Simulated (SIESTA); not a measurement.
Mn, a slab with vacuum:

```
CELL_PARAMETERS angstrom
2.73155 0.00000 0.00000
-1.36578 2.36559 0.00000
0.00000 0.00000 23.92122
ATOMIC_POSITIONS crystal
Mn 0.66667 0.33333 0.31353
Mn 0.33333 0.66667 0.40676
Mn 0.00000 0.00000 0.50000
Mn 0.66667 0.33333 0.59324
Mn 0.33333 0.66667 0.68647
```

The slab is cut from a database's or a generator's crystal, which needn't be the stable form of the element.

Alike in all runs: program SIESTA 5.4.2; functional PBE; potentials or basis PseudoDojo 0.4 standard (PBE files); basis DZP (energy shift 0.003 Ry; two zetas on semicore shells); grid cutoff 800 Ry; energy shift 0.003 Ry; k mesh 8 × 8 × 1; occupations fermi-dirac, width 0.05 eV.

The same cell was started in several ways:

| start | free energy over the lowest (meV/atom) | net moment (μB) | site or absolute moments (μB) | gap |
| --- | --- | --- | --- | --- |
| collinear spin, afm_larger start of up to 5.5 μB | 0.0 | 4.08 | Mn +3.75, -3.47, +3.53 | none (metal or under the smearing width) |
| collinear spin, ferrimagnetic start of up to 4 μB | 0.0 | 4.08 | Mn +3.75, -3.48, +3.53 | none (metal or under the smearing width) |
| collinear spin, fm_larger start of up to 5.5 μB | 132.9 | 18.23 | Mn +4.02, +3.41, +3.37 | none (metal or under the smearing width) |
| collinear spin, ferromagnetic start of up to 4 μB | 132.9 | 18.23 | Mn +4.02, +3.41, +3.37 | none (metal or under the smearing width) |
| collinear spin, antiferromagnetic start of up to 4 μB | 0.0 | 4.08 | Mn +3.75, -3.48, +3.53 | none (metal or under the smearing width) |
| collinear spin, zero start | 557.5 | 0.00 | - | none (metal or under the smearing width) |

The spin-polarised runs without a constraint all converged, yet they end up to 557 meV/atom apart: a converged run can sit in a state that isn't the lowest. A still lower state may exist.

Caveats: the cell was measured hot, at 1373 K; the basis of atomic orbitals isn't converged, which shifts pressures, moduli and gaps.
